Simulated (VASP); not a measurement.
# P (R-3m) in VASP: a series of runs, part 2 of 2

VASP 6.6.1. Earlier steps stand in the parts before.

## 3. Relaxation of cell and atoms, PBEsol+D4, target pressure 7.4 GPa, at which the enthalpy is minimised

This run uses another cell than the first one, of 13.26 Å³/atom, 0.821 times its volume.

INCAR

```
ALGO = Normal
EDIFF = 1E-7
EDIFFG = -0.002
ENCUT = 520
GGA = PS
IBRION = 2
ISIF = 3
ISMEAR = 0
IVDW = 13
LASPH = True
LCHARG = False
LREAL = False
LWAVE = False
NELM = 60
NSW = 80
PREC = Accurate
PSTRESS = 74.0
SIGMA = 0.02
```

KPOINTS

```
k-points
0
Gamma
  12 12 12
```

POSCAR

```
P                                       
1.0
    1.6749559362      0.9670362635      2.7278494080
   -1.6749559362      0.9670362635      2.7278494080
    0.0000000000     -1.9340725157      2.7278494074
  P             
     2
Direct
     0.2435556208489115    0.2435556208489115    0.2435556208475380
     0.7564443791510885    0.7564443791510885    0.7564443791524621
```

Potentials or basis: VASP PAW PBE potentials, release 64 (P).

Command:

```console
> cat potpaw_PBE.64/P/POTCAR > POTCAR
> mpirun -np 1 vasp_std > vasp.out
```

Wall time 24 s (1 thread of Intel Xeon 6975P-C (Granite Rapids), shared host); peak memory 0.17 GiB.

The run converged. Its results:

```
Free energy                                            : -12.1068 eV
Energy change on relaxing (the enthalpy is what falls) : +0.1 meV/atom
Ionic steps                                            : 2
Pressure after relaxing                                : 7.4 GPa
Band gap on the k mesh                                 : none (metal or under the smearing width)
Dispersion energy per atom                             : -0.309 eV
```

Step by step:
```csv
step,energy change (eV),largest force (eV/Å),pressure (GPa),volume (Å³)
1,0.0000,0.0008,7.39,26.51
2,0.0001,0.0007,7.39,26.51
```

Final structure:
```
P
1.0
     1.67500    0.96706    2.72746
    -1.67500    0.96706    2.72746
     0.00000   -1.93412    2.72746
P
2
Direct
  0.24356 0.24356 0.24356
  0.75644 0.75644 0.75644
```

Levels at points of the mesh, in eV from the Fermi level:
| k point | band 3 | band 4 | band 5 | band 6 | band 7 | band 8 |
| --- | --- | --- | --- | --- | --- | --- |
| (0.00, 0.00, 0.00) | -2.46 | -2.30 | -0.60 | 3.82 | 4.03 | 4.03 |
| (0.50, 0.00, 0.00) | -2.23 | -1.94 | -1.25 | -1.05 | 1.54 | 1.76 |
| (0.50, 0.50, 0.00) | -7.38 | -5.92 | -5.81 | 0.10 | 8.69 | 8.76 |
| (0.50, 0.50, 0.50) | -2.05 | -2.05 | -1.31 | -1.31 | 1.29 | 1.95 |

Caveat: the cell is relaxed towards a set pressure, so the enthalpy falls and the energy may rise; the PAW data sets were made with another functional, which shifts forces and pressure a little; pairwise dispersion overbinds metals, which lowers pressure and volume.

## 4. Vibrations by finite differences, PBEsol+D4

This run uses another cell than the first one, of 13.25 Å³/atom, 0.821 times its volume.

INCAR

```
PREC = Accurate ; ENCUT = 520
EDIFF = 1E-8 ; ISMEAR = 0
SIGMA = 0.02 ; LREAL = F
LASPH = T ; NELM = 60
ALGO = Normal ; ISIF = 2
LWAVE = F ; LCHARG = F
GGA = PS ; IVDW = 13
IBRION = 6 ; NFREE = 2
POTIM = 0.015 ; NSW = 1
```

KPOINTS

```
Automatic mesh
0
Gamma
  12 12 12
```

POSCAR

```
P                                       
1.0
    1.6749983435      0.9670607474      2.7274567160
   -1.6749983435      0.9670607474      2.7274567160
    0.0000000000     -1.9341214832      2.7274567152
  P             
     2
Direct
     0.2435604145827992    0.2435604145827992    0.2435604145814279
     0.7564395854172008    0.7564395854172008    0.7564395854185721
```

Potentials or basis: VASP PAW PBE potentials, release 64 (P).

Command:

```console
> cat potpaw_PBE.64/P/POTCAR > POTCAR
> mpirun -np 1 vasp_std > vasp.out
```

OUTCAR:

```text
PREC = Accurate
   ENCUT = 520
   EDIFF = 1E-8
   ISMEAR = 0
   LREAL = F
   LASPH = T
   NELM = 60
   ISIF = 2
   GGA = PS
   IVDW = 13
   IBRION = 6
   NFREE = 2
   POTIM = 0.015
   NSW = 1

 ion  position               nearest neighbor table
   1  0.244  0.244  0.244-   2 2.31   2 2.31   2 2.31   2 2.43   2 2.43   2 2.43
   2  0.756  0.756  0.756-   1 2.31   1 2.31   1 2.31   1 2.43   1 2.43   1 2.43

  LATTYP: Found a trigonal (rhomboedric) cell.
 ALAT       =     3.3436276823
 COS(alpha) =     0.4980933671

  Lattice vectors:

 A1 = (   1.6749983435,   0.9670607474,   2.7274567160)
 A2 = (  -1.6749983435,   0.9670607474,   2.7274567160)
 A3 = (   0.0000000000,  -1.9341214832,   2.7274567152)

Analysis of symmetry for initial positions (statically):
=====================================================================
 Subroutine PRICEL returns:
 Original cell was already a primitive cell.

[... 671 lines left out ...]
  ---------------------------------------------------
  free  energy   TOTEN  =       -12.1063886487 eV

  energy  without entropy=      -12.1062541452  energy(sigma->0) =      -12.10632140

 INTERNAL STRAIN TENSORS FROM DISPLACED ATOMS
 ============================================

 INTERNAL STRAIN TENSOR FOR ION    1 for displacements in x,y,z  (eV/Angst):
          X           Y           Z          XY          YZ          ZX
  --------------------------------------------------------------------------------
  x     0.00000     0.00000     0.00000     1.21074     0.00000     0.47847
  y     1.21074    -1.21074    -0.00000    -0.00000     0.47847     0.00000
  z    -2.80961    -2.80961    -1.61780    -0.00000    -0.00000     0.00000

 INTERNAL STRAIN TENSOR FOR ION    2 for displacements in x,y,z  (eV/Angst):
          X           Y           Z          XY          YZ          ZX
  --------------------------------------------------------------------------------
  x     0.00000     0.00000     0.00000    -1.21074     0.00000    -0.47847
  y    -1.21074     1.21074     0.00000     0.00000    -0.47847     0.00000
  z     2.80961     2.80961     1.61780     0.00000     0.00000     0.00000

 Eigenvectors and eigenvalues of the dynamical matrix
 ----------------------------------------------------

   1 f  =    7.447362 THz    46.793153 2PiTHz  248.417243 cm-1    30.799799 meV
             X         Y         Z           dx          dy          dz
      0.000000  0.000000  1.992901    -0.000000    0.000000    0.707107
      0.000000  0.000000  6.189469     0.000000   -0.000000   -0.707107
[... 16 lines left out ...]
   5 f  =    0.000000 THz     0.000000 2PiTHz    0.000001 cm-1     0.000000 meV
             X         Y         Z           dx          dy          dz
      0.000000  0.000000  1.992901     0.588167   -0.002317    0.392497
      0.000000  0.000000  6.189469     0.588167   -0.002317    0.392497

   6 f/i=    0.000000 THz     0.000000 2PiTHz    0.000002 cm-1     0.000000 meV
             X         Y         Z           dx          dy          dz
      0.000000  0.000000  1.992901    -0.115597   -0.676756    0.169231
      0.000000  0.000000  6.189469    -0.115597   -0.676756    0.169231

 ELASTIC MODULI CONTR FROM IONIC RELAXATION (kBar)
 Direction    XX          YY          ZZ          XY          YZ          ZX
 --------------------------------------------------------------------------------
 XX        -172.6568    -98.8528    -78.1689      0.0000    -14.5831      0.0000
 YY         -98.8528   -172.6568    -78.1689     -0.0000     14.5831     -0.0000
 ZZ         -78.1689    -78.1689    -45.0103      0.0000     -0.0000      0.0000
 XY           0.0000     -0.0000      0.0000    -36.9020      0.0000    -14.5831
 YZ         -14.5831     14.5831     -0.0000      0.0000     -5.7630      0.0000
 ZX           0.0000     -0.0000      0.0000    -14.5831      0.0000     -5.7631
 --------------------------------------------------------------------------------
```

OSZICAR:

```text
N       E                     dE             d eps       ncg     rms          rms(c)
DAV:   1     0.220187048984E+02    0.22019E+02   -0.49005E+03  3402   0.986E+02
DAV:   2    -0.106055252917E+02   -0.32624E+02   -0.31641E+02  5118   0.131E+02
[... 47 lines left out ...]
DAV:   2    -0.114875908008E+02   -0.14800E-02   -0.16376E-02  4991   0.115E+00    0.945E-02
DAV:   3    -0.114875229756E+02    0.67825E-04   -0.99967E-05  4192   0.783E-02    0.436E-02
DAV:   4    -0.114875105177E+02    0.12458E-04   -0.42159E-05  4651   0.466E-02    0.695E-03
DAV:   5    -0.114875094441E+02    0.10736E-05   -0.82547E-06  4614   0.218E-02    0.498E-03
DAV:   6    -0.114875094590E+02   -0.14857E-07   -0.59394E-07  4272   0.657E-03    0.148E-03
DAV:   7    -0.114875094112E+02    0.47752E-07   -0.54195E-08  4262   0.202E-03    0.130E-04
DAV:   8    -0.114875094076E+02    0.36709E-08   -0.74909E-09  2140   0.656E-04
   5 F= -.12106389E+02 E0= -.12106321E+02  d E =-.134504E-03
```

Run time: 3 min. Hardware: 1 thread of Intel Xeon 6975P-C (Granite Rapids), shared host; peak memory 0.39 GiB.

What came out:

| Quantity | Value |
| --- | --- |
| Highest phonon frequency at Γ | 248 cm⁻¹ |
| Dispersion energy per atom | -0.309 eV |

Phonon frequencies in cm⁻¹ (negative: imaginary):
```
              q point        frequencies
(0.000, 0.000, 0.000)  0 0 0 205 205 248
```

Caveat: the PAW data sets were made with another functional, which shifts forces and pressure a little; pairwise dispersion overbinds metals, which lowers pressure and volume.
